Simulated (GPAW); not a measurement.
# TiTe2 (P-3m1) in GPAW: single point with PBE

Aim: the single point of TiTe2 with PBE.

All numbers are computed with GPAW 26.7.0; they aren't measurements. Logs are shortened: lines on timing, memory, paths and dates and some standing lists are left out, and cuts for length are marked. The log counts tension as positive stress, the text compression.

## Step 1: The structure

The structure is trigonal, space group P-3m1 (No. 164). The conventional cell has a = 3.777 Å, b = 3.777 Å, c = 6.498 Å, α = 90.00°, β = 90.00°, γ = 120.00°. Te (site symmetry 3m) has 3 Ti at 2.77 Å as nearest neighbours. Around Ti (site symmetry -3m) lie 6 Te at 2.77 Å.

## Step 2: Single point, PBE

Input file run.py:

```python
from ase.dft.bandgap import bandgap
from ase.io import write
from ase.spacegroup import crystal
from ase.units import GPa
from gpaw import GPAW, PW

# Te 2d
# Ti 1a
atoms = crystal(['Te', 'Ti'],
                basis=[[0.3333333333, 0.6666666667, 0.7372],
                       [0.0, 0.0, 0.0]],
                spacegroup=164, setting=1,  # P-3m1
                cellpar=[3.777, 3.777, 6.498, 90.0, 90.0, 120.0],
                primitive_cell=True)

calc = GPAW(mode=PW(500),
            xc='PBE',
            kpts={'size': (7, 7, 4), 'gamma': True},
            occupations={'name': 'fermi-dirac', 'width': 0.05},
            nbands=24,
            maxiter=120,
            txt='gpaw.txt')
atoms.calc = calc
energy = atoms.get_potential_energy()
forces = atoms.get_forces()
stress = atoms.get_stress()
calc.write('gs.gpw')
write('result.traj', atoms)
print(f'Energy: {energy:.6f} eV')
print('Forces (eV/A):')
print(forces.round(4))
print('Stress (GPa):', (stress / GPa).round(3))
print('Fermi level:', round(calc.get_fermi_level(), 4), 'eV')
print(f'Gap: {bandgap(calc)[0]:.4f} eV, direct: {bandgap(calc, direct=True)[0]:.4f} eV')
```

Potentials or basis: GPAW PAW data sets (gpaw-data 1.2.1), pw.

Launch:

```bash
> OMP_NUM_THREADS=1 python run.py
```

gpaw.txt:

```text
__  _  _
 | _ |_)|_||  |
 |__||  | ||/\| - 26.7.0

Input parameters:
  mode=PW(ecut=500.0),
  kpts=MonkhorstPack(size=(7, 7, 4), gamma=True),
  maxiter=120,
  nbands=24,
  occupations=Occupations(name='fermi-dirac', width=0.05),
  xc=XC(name='PBE')

Diagonalizing LCAO Hamiltonian
Converting LCAO to pw mode

        Te

            Te

       Ti

Atoms  # Å, Bohr magnetons
|   | symbol |         x |        y |        z |    initial magnetic moments |
|---|--------|-----------|----------|----------|-----------------------------|
| 0 |     Te | -0.000000 | 2.180652 | 4.790326 | ( 0.0000,  0.0000,  0.0000) |
| 1 |     Te |  1.888500 | 1.090326 | 1.707674 | ( 0.0000,  0.0000,  0.0000) |
| 2 |     Ti |  0.000000 | 0.000000 | 0.000000 | ( 0.0000,  0.0000,  0.0000) |

Unit cell  # Å
| periodic |         x |        y |        z |  lengths |     angles |
|----------|-----------|----------|----------|----------|------------|
|      yes |  3.777000 | 0.000000 | 0.000000 | 3.777000 |  90.000000 |
|      yes | -1.888500 | 3.270978 | 0.000000 | 3.777000 |  90.000000 |
|      yes |  0.000000 | 0.000000 | 6.498000 | 6.498000 | 120.000000 |

Number of symmetries: 12
Symmetry operations  # r_c * U_cc + t_c -> r_c
|    | kind |            matrix            |
|----|------|------------------------------|
|  0 |  σ   |  1, 1, 0,  0,-1, 0,  0, 0, 1 |
|  1 |  S6  |  1, 1, 0, -1, 0, 0,  0, 0,-1 |
|  2 |  E   |  1, 0, 0,  0, 1, 0,  0, 0, 1 |
|  3 |  C2  |  1, 0, 0, -1,-1, 0,  0, 0,-1 |
|  4 |  C2  |  0, 1, 0,  1, 0, 0,  0, 0,-1 |
|  5 |  C3  |  0, 1, 0, -1,-1, 0,  0, 0, 1 |
|  6 |  S6  |  0,-1, 0,  1, 1, 0,  0, 0,-1 |
|  7 |  σ   |  0,-1, 0, -1, 0, 0,  0, 0, 1 |
|  8 |  σ   | -1, 0, 0,  1, 1, 0,  0, 0, 1 |
|  9 |  i   | -1, 0, 0,  0,-1, 0,  0, 0,-1 |
| 10 |  C3  | -1,-1, 0,  1, 0, 0,  0, 0, 1 |
| 11 |  C2  | -1,-1, 0,  0, 1, 0,  0, 0,-1 |

BZ-sampling:
  Number of BZ points: 196
  Number of IBZ points: 28

  Monkhorst-Pack size: [7, 7, 4]
  Monkhorst-Pack shift: [0.0, 0.0, 0.125]

K-points  # in reciprocal-cell coordinates
|     |                                coordinates |     weight |
|-----|--------------------------------------------|------------|
|   0 | (  0.00000000,   0.00000000,   0.00000000) | 0.00510204 |
|   1 | (  0.00000000,   0.00000000,   0.25000000) | 0.01020408 |
|   2 | (  0.00000000,   0.00000000,   0.50000000) | 0.00510204 |
|   3 | (  0.14285714,   0.00000000,  -0.25000000) | 0.03061224 |
|   4 | (  0.14285714,   0.00000000,   0.00000000) | 0.03061224 |
|   5 | (  0.14285714,   0.00000000,   0.25000000) | 0.03061224 |
|   6 | (  0.14285714,   0.00000000,   0.50000000) | 0.03061224 |
|   7 | (  0.28571429,  -0.14285714,   0.00000000) | 0.03061224 |
|   8 | (  0.28571429,  -0.14285714,   0.25000000) | 0.06122449 |
|   9 | (  0.28571429,  -0.14285714,   0.50000000) | 0.03061224 |
| ... |                                            |            |
|  27 | (  0.42857143,   0.42857143,   0.50000000) | 0.03061224 |

Plane wave coefficients: 2054
Cutoff: 500.0 eV

Spin-components: 1 (collinear spins)
Bands:           24
Projectors:      16
Spin-degeneracy: 2
Datatype:        complex128

Parallelization:
  kpt:    1
  domain: 1
  band:   1

Density:
  Valence electrons: 24.0
  Components: 1
  Grid points: [20 20 35]
  Charge: 0.0  # |e|

Potential:
  Grid points: [20 20 35]

species:
  Te:
    name:    Tellurium
    Z:       52.0
    valence: 6
    core:    46
    charge:  0.0  # [|e|]
    compensation charges:
      type: gauss
      rc: 0.36  # [Å]
      lmax: 2
    cutoffs:
      filter: 2.09  # [Å]
      core: 3.17  # [Å]
    projectors
    | kind |    occ | energy [eV] | rcut [Å] |
    |------|--------|-------------|----------|
    |   5s |  2.000 |     -15.089 |    1.180 |
    |   5p |  4.000 |      -5.955 |    1.196 |
    |    s |        |      12.123 |    1.180 |
    |    p |        |      21.256 |    1.196 |
    |    d |        |       0.000 |    1.238 |

    Using partial waves for Te as LCAO basis

  Ti:
    name:    Titanium
    Z:       22.0
    valence: 12
    core:    10
    charge:  0.0  # [|e|]
    compensation charges:
      type: gauss
      rc: 0.38  # [Å]
      lmax: 2
    cutoffs:
      filter: 2.23  # [Å]
      core: 1.02  # [Å]
    projectors
    | kind |    occ | energy [eV] | rcut [Å] |
    |------|--------|-------------|----------|
    |   3s |  2.000 |     -62.623 |    1.270 |
    |   4s |  2.000 |      -4.466 |    1.270 |
    |   3p |  6.000 |     -38.862 |    1.058 |
    |   4p |  0.000 |      -1.466 |    1.058 |
    |   3d |  2.000 |      -4.258 |    1.058 |
    |    d |        |      22.953 |    1.058 |

    Using partial waves for Ti as LCAO basis

Reference energy: -392805.381149  # eV

eigensolver:
  PPCG
  Converge bands: occupied
  niter=2

density mixing:
  MSR1-Mixer
  Pratt-step length: 0.05
  Maximum mixing coefficient: 0.75
  Old densities: 10
  SVD Regularization: 0.005
  Good broyden scale: 1.0
  Trust region scale: 1.0
  Backstep threshold: 4.0
  History deletion threshold: 6.0
  Fourier metric: weight=20.0, sigma=0.015

occupation numbers:
  Fermi-Dirac:
    width: 0.0500  # eV

poisson solver:
  ecut: 4000.0  # eV

xc functional:
  name: PBE with 2 nearest neighbor stencil

convergence criteria:
- Maximum [total energy] change in last 3 cyles: 0.0005 eV / valence electron
- Maximum integral of absolute [dens]ity change: 0.0001 electrons / valence electron
- Maximum integral of absolute [eigenst]ate change: 4e-08 eV^2 / valence electron
maximum number of iterations: 120

SCF iterations
|iter     | |      energy | eigst |  dens |
|---------|-|-------------|-------|-------|
|iter:   1| |  -15.336121 | -0.04 |       |
|iter:   2| |  -15.294977 | -2.35 | -1.23 |
|iter:   3| |  -15.487555 | -1.56 | -1.27 |
|iter:   4| |  -15.337369 | -2.04 | -1.19 |
|iter:   5| |  -15.158509 | -2.61 | -1.32 |
|iter:   6| |  -15.161628 | -3.22 | -1.94 |
|iter:   7| |  -15.160161c| -4.07 | -2.45 |
|iter:   8| |  -15.160145c| -4.99 | -3.08 |
|iter:   9| |  -15.160144c| -6.83 | -3.83 |
|iter:  10| |  -15.160144c| -8.09c| -4.48c|

Converged in 10 steps
Energy contributions relative to reference atoms: (reference = -392805.381149)

Energy contributions:
  Kinetic:          25.228077
  Coulomb:         -25.428033
  Zero:              0.272236
  External:          0.000000
  Xc:              -15.227085
  Entropy:          -0.010680
  Spinorbit:         0.000000
  ----------------------------
  Free energy:     -15.165484
  Extrapolated:    -15.160144

dipole moment: (-6.004099, -10.399404, -20.659060)  # |e|*Ang

Fermi level: 6.633
Eigenvalues  # (at kpt = [0.000, 0.000, 0.000])
| band index |      eig [eV] | occ [0-2] |
|------------|---------------|-----------|
|          0 |       -50.814 |     2.000 |
|          1 |       -27.075 |     2.000 |
|          2 |       -27.075 |     2.000 |
|          3 |       -27.042 |     2.000 |
|          4 |        -5.732 |     2.000 |
|          5 |        -4.229 |     2.000 |
[... 9 lines left out ...]
|         15 |         9.718 |     0.000 |
|         16 |         9.718 |     0.000 |
|        ... |               |           |
|         23 |        17.491 |     0.000 |

No gap
No difference between direct/indirect transitions

Forces  # eV/Ang
|        x |        y |        z |
|----------|----------|----------|
|  0.00000 |  0.00000 |  0.01310 |  # Te   0
| -0.00000 | -0.00000 | -0.01310 |  # Te   1
| -0.00000 | -0.00000 |  0.00000 |  # Ti   2

Stress tensor  # eV/Ang^3
|         x |         y |         z |
|-----------|-----------|-----------|
| -0.003143 | -0.000000 |  0.000000 |
|  0.000000 | -0.003143 |  0.000000 |
|  0.000000 |  0.000000 | -0.005050 |

# Writing to gs.gpw (mode='')
```

Wall time 11 s (1 thread of AMD EPYC 9R45 (Zen 5), shared host); peak memory 0.18 GiB.

Results:

* Free energy: -15.1655 eV
* Pressure: 0.6 GPa
* Largest force: 0.013 eV/Å
* Band gap on the k mesh: none (metal or under the smearing width)

Forces in eV/Å, atoms in the order of the input:
```
Te   0.000  0.000  0.013
Te   0.000  0.000 -0.013
Ti   0.000  0.000  0.000
```

Caveat: the cutoff is short for stress and forces, so pressures can be off by a GPa or more; this functional lacks dispersion, which binds the layers, so the pressure and a relaxed spacing across them are unreliable. Spin-orbit coupling is left out, which matters for the levels of Te.
